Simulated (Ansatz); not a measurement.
Si:

```xyz
2
Lattice="0.0000 2.7219 2.7219 2.7219 0.0000 2.7219 2.7219 2.7219 0.0000" Properties=species:S:1:pos:R:3 pbc="T T T"
Si    2.7219    2.7219    2.7219
Si    4.0828    4.0828    4.0828
```

* Program: Ansatz 0.2.0
* Task: relaxation of cell and atoms
* Functional: RPBE
* Dispersion: D3(BJ)
* Potentials or basis: all-electron LAPW, scalar-relativistic
* Basis error allowed: 0.001 eV/atom
* k mesh: 8 × 8 × 8
* Occupations: fermi-dirac, width 0.05 eV
* Spin: no spin polarisation

At the start: volume 20.16 Å³/atom.

Question: How do energy, volume and symmetry change on relaxing?

Answer: Over 5 steps the energy falls by 36.7 meV/atom and the volume is 18.57 Å³/atom (-7.9 %); space group Fd-3m (No. 227, to 0.05 Å).

The path:
```csv
step,energy change (eV),largest force (eV/Å),volume (Å³)
1,0.0000,0.0000,40.33
2,-0.0655,0.0000,38.13
3,-0.0731,0.0000,36.94
4,-0.0734,0.0000,37.14
5,-0.0734,0.0000,37.14
```

Final structure:
```
Si
1.0
     0.00000    2.64809    2.64809
     2.64809    0.00000    2.64809
     2.64809    2.64809    0.00000
Si
2
Direct
  0.50000 0.50000 0.50000
  0.75000 0.75000 0.75000
```
